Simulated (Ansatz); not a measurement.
The system is V.

```
CELL_PARAMETERS angstrom
0.00000 0.00000 3.02870
3.02870 -3.02870 0.00000
1.51435 1.51435 -1.51435
ATOMIC_POSITIONS crystal
V 0.00000 0.00000 0.00000
V 0.50000 0.50000 0.00000
```

Alike in all runs: program Ansatz 0.2.0; functional PBE; potentials or basis all-electron LAPW, scalar-relativistic; cutoff 258 eV (chosen from the basis error); basis error allowed 0.001 eV/atom; k mesh 9 × 5 × 9; occupations fermi-dirac, width 0.05 eV; hubbard terms V d U = 6 eV.

Starts and where they ended:

```csv
start,free energy over the lowest (meV/atom),net moment (μB),site or absolute moments (μB),gap
no spin polarisation,1882.7,-,-,none (metal or under the smearing width)
"collinear spin, antiferromagnetic start of up to 2 μB",0.0,0.00,"V +3.15, -3.15",none (metal or under the smearing width)
"collinear spin, ferromagnetic start of up to 2 μB",850.5,5.00,V +2.33,none (metal or under the smearing width)
"collinear spin, ferrimagnetic start of up to 2 μB",0.0,0.00,"V +3.15, -3.15",none (metal or under the smearing width)
"collinear spin, random start of up to 1.73 μB",0.0,0.00,"V +3.15, -3.15",none (metal or under the smearing width)
"non-collinear spin, random start of up to 1.73 μB",0.0,0.00,absolute 6.80,none (metal or under the smearing width)
"non-collinear spin, antiferromagnetic start of up to 2 μB",0.0,0.00,absolute 6.80,none (metal or under the smearing width)
```

The spin-polarised runs without a constraint all converged, yet they end up to 851 meV/atom apart: a converged run can sit in a state that isn't the lowest. Allowing spin polarisation gains 1883 meV/atom. A still lower state may exist.

Caveats: the k mesh is thin for a metal, which can move the energy by tens of meV per atom; U is the effective U less J, on atomic orbitals that reach past the spheres; the cell is far from rest, so the order of the states can change on relaxing; the U is typed as a test and isn't derived for this compound; the magnetic state may not be the lowest (some runs); the starting moments weren't kept (some runs).
